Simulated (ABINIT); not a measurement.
Crystal: BaZrO3.

```xyz
5
Lattice="4.1913 0.0000 0.0000 0.0000 4.1913 0.0000 0.0000 0.0000 4.1913" Properties=species:S:1:pos:R:3 pbc="T T T"
Ba    0.0000    0.0000    0.0000
Zr    2.0957    2.0957    2.0957
O     2.0957    2.0957    0.0000
O     2.0957    0.0000    2.0957
O     0.0000    2.0957    2.0957
```

Base run:

- Program: ABINIT 10.8.3 (patched build)
- Functional: PBE
- Potentials or basis: JTH PAW PBE v2.0
- Cutoff: 626 eV
- k mesh: 6 × 6 × 6
- Occupations: fermi-dirac, width 0.05 eV
- Spin: no spin polarisation

Its results: band gap on the k mesh 3.20 eV, indirect (least direct gap 3.42 eV); pressure 4.4 GPa.

Question: The run is repeated on the same cell with these changes: functional from PBE to r2SCAN; cutoff from 626 eV to 762 eV; fine-grid cutoff from 1224.51 eV to 1360.57 eV. What comes out?

Answer: Band gap on the k mesh 3.71 eV, indirect (least direct gap 3.95 eV); pressure 1.7 GPa.

Caveats: this set's barium file shifts pressures by 1.5 GPa and gaps by 0.1 eV against other sets; spin-orbit coupling is left out, which moves the levels of the heavy elements; the PAW data sets were made with another functional, which shifts forces and pressure a little (some runs).
